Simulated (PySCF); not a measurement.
# Isomerisation enthalpies of C6H6O

**Experimental background.**

CRC Handbook of Chemistry and Physics lists, for the gas at 298.15 K: enthalpy of formation of `Oc1ccccc1` (phenol) -96.4 kJ/mol; enthalpy of formation of `C=Cc1ccco1` (vinylfuran) 27.8 kJ/mol.

The runs below try to reproduce these values; the comparison stands at the end.

Differences of these values give the isomerisation enthalpies. Geometries: GFN2-xTB; runs in PySCF, gas phase, with a dispersion term only where the level names one. Total electronic energies (Eh):

| SMILES | PBE0/pcSseg-1 |
| --- | --- |
| Oc1ccccc1 | -307.07737 |
| C=Cc1ccco1 | -307.03379 |

Zero-point and thermal terms are left out, so the computed numbers are electronic energies.

## Comparison

Relative to `Oc1ccccc1`, the lowest by measurement, in kJ/mol (measured: enthalpies at 298.15 K; computed: electronic energies):

```tsv
SMILES	measured	PBE0/pcSseg-1
Oc1ccccc1	0.0	0.0
C=Cc1ccco1	124.2	114.4
```

Measured values: -96.4 kJ/mol (298.15 K; CRC Handbook of Chemistry and Physics) for the first row; the others come from the same table. Unsigned miss: PBE0/pcSseg-1 9.8 kJ/mol. One conformer stands for `C=Cc1ccco1`, not necessarily the lowest, while the measurement averages over conformers. Where a level misses, the cause wasn't examined.

Conformer computed: `[OH:1][c:2]1[cH:3][cH:4][cH:5][cH:6][cH:7]1`: H–O1–C2–C3 180°.
